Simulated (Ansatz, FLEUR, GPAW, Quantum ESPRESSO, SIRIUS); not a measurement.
**Co: programs and potentials compared**

```
Co
1.0
     2.47200    0.00000    0.00000
    -1.23600    2.14081    0.00000
     0.00000    0.00000    4.02114
Co
2
Direct
  0.66667 0.33333 0.75000
  0.33333 0.66667 0.25000
```

Alike in all runs: task band structure; functional PBE; k mesh 12 × 12 × 7; occupations fermi-dirac, width 0.05 eV; collinear spin, ferromagnetic start; no spin-orbit coupling. Pressure is positive in compression and, in plane waves, holds the error of the finite cutoff, which Ansatz's Pulay term estimates and takes out.

```csv
program and potentials,plane-wave cutoff (eV),notes,pressure (GPa),net moment per atom (μB)
"Ansatz, all-electron LAPW, scalar-relativistic",-,-,4.65,1.61
"SIRIUS, all-electron FP-LAPW (Koelling-Harmon valence), apw+lo standard",-,-,-,1.59
"SIRIUS, all-electron FP-LAPW (ZORA valence), apw+lo standard",-,-,-,1.59
"FLEUR, all-electron, FLAPW",-,-,-,1.61
"Quantum ESPRESSO, PseudoDojo 0.4.1 SR PBE standard",1306,17 valence electrons an atom on average,5.25,1.63
"Ansatz, PseudoDojo standard (PBE files)",1306,17 valence electrons an atom on average; Pulay term of +0.08 GPa included,5.20,1.63
"Quantum ESPRESSO, SSSP 1.3 efficiency PBE",748,17 valence electrons an atom on average,4.95,1.65
"Ansatz, Ansatz PAW (files of its older set among them)",1000,17 valence electrons an atom on average,4.65,1.61
"GPAW, GPAW PAW data sets (gpaw-data 1.2.1)",600,9 valence electrons an atom on average,4.81,1.60
```

The pressure spans 4.65 (Ansatz, Ansatz PAW (files of its older set among them)) to 5.25 GPa (Quantum ESPRESSO, PseudoDojo 0.4.1 SR PBE standard), with all-electron results at 4.65. The net moment per atom spans 1.59 (SIRIUS, all-electron FP-LAPW (ZORA valence), apw+lo standard) to 1.65 μB (Quantum ESPRESSO, SSSP 1.3 efficiency PBE), with all-electron results at 1.59 to 1.61. The state is the one that the start led to, which needn't be the lowest.

Differences between rows come from potentials, basis sets and numerical settings, since the functional is the same but for its coding. Runs on potential files found faulty are left out.
